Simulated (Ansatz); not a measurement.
Computed with Ansatz 0.2.0, DFT, revPBE, plane waves (420 eV) with PAW, scalar-relativistic. (PAW data from PBE, frozen cores regenerated.)

An element in the omega (AlB2-type) structure gives this curve. The cell is scaled uniformly from the relaxed one, with fractional coordinates and shape fixed. Energies are extrapolated to zero smearing, pressures are those at the given smearing. Magnetic state: spin not included.

| V (Å³/atom) | E − E₀ (meV/atom) | P (GPa) |
| --- | --- | --- |
| 17.459 | 50.9 | 7.68 |
| 18.252 | 21.3 | 4.54 |
| 19.046 | 5.2 | 2.09 |
| 19.839 | 0.0 | 0.15 |
| 20.633 | 3.3 | -1.37 |
| 21.426 | 13.2 | -2.55 |
| 22.220 | 28.4 | -3.49 |

Which element is it?
A. tantalum
B. gallium
C. selenium
D. silver

B. Its fit is V₀ = 19.90 Å³/atom, B₀ = 42 GPa, B₀′ = 5.0.
